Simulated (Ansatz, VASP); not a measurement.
## One calculation of CaO, two programs

File INCAR:

```
SYSTEM = CaO
PREC = Accurate ; ENCUT = 520
EDIFF = 1E-6 ; ISMEAR = 0
SIGMA = 0.05 ; LREAL = .False.
LASPH = .True. ; NELM = 80
ALGO = Normal ; ISIF = 2
LWAVE = .False. ; LCHARG = .False.
GGA = CA ; NBANDS = 15
```

KPOINTS

```
Automatic mesh
0
Gamma
  8 8 8
  0 0 0
```

File POSCAR:

```
CaO
1.0
    0.0000000000      2.4122650000      2.3755300000
    2.4122650000      0.0000000000      2.3755300000
    2.4122650000      2.4122650000      0.0000000000
Ca O
1 1
Direct
    0.0000000000      0.0000000000      0.0000000000
    0.5000000000      0.5000000000      0.5000000000
```

Input for Ansatz:

```yaml
crystal:
  lattice:
    - [0.0, 2.412265, 2.37553]
    - [2.412265, 0.0, 2.37553]
    - [2.412265, 2.412265, 0.0]
  atoms:
    - { symbol: Ca, position: [0.0, 0.0, 0.0] }
    - { symbol: O, position: [0.5, 0.5, 0.5] }
basis:
  ecutwfc: 420
kpoints:
  mp_grid: { grid: [8, 8, 8] }
hamiltonian:
  xc: lda
scf:
  occupations: { method: gaussian, width: 0.05 }
output:
  forces: true
  stress: true
  eigenvalues: true
```

Change from the starting cell: strain -0.015 along x and y, -0.030 along z, atoms carried along.

Alike in both runs: task single point; functional LDA; k mesh 8 × 8 × 8; occupations gaussian, width 0.05 eV; no spin polarisation.

|  | VASP | Ansatz |
| --- | --- | --- |
| version | VASP 6.6.1 | Ansatz 0.2.0 |
| potentials or method | VASP PAW LDA potentials, release 64 (Ca_sv, O) | scalar-relativistic, plane waves, PAW |
| plane-wave cutoff (eV) | 520 | 420 |
| valence electrons in the cell | 16 | 16 |

|  | VASP | Ansatz | Ansatz less VASP |
| --- | --- | --- | --- |
| gap on the k mesh at the Fermi level (eV) | 3.40 | 3.43 | +0.029 |
| least direct gap on the mesh (eV) | 3.82 | 3.85 | +0.028 |
| pressure (GPa) | -5.7 | -6.5 | -0.80 |
| largest component of the traceless stress (GPa) | 1.56 | 1.48 | -0.085 |

A k mesh can miss the band edges.
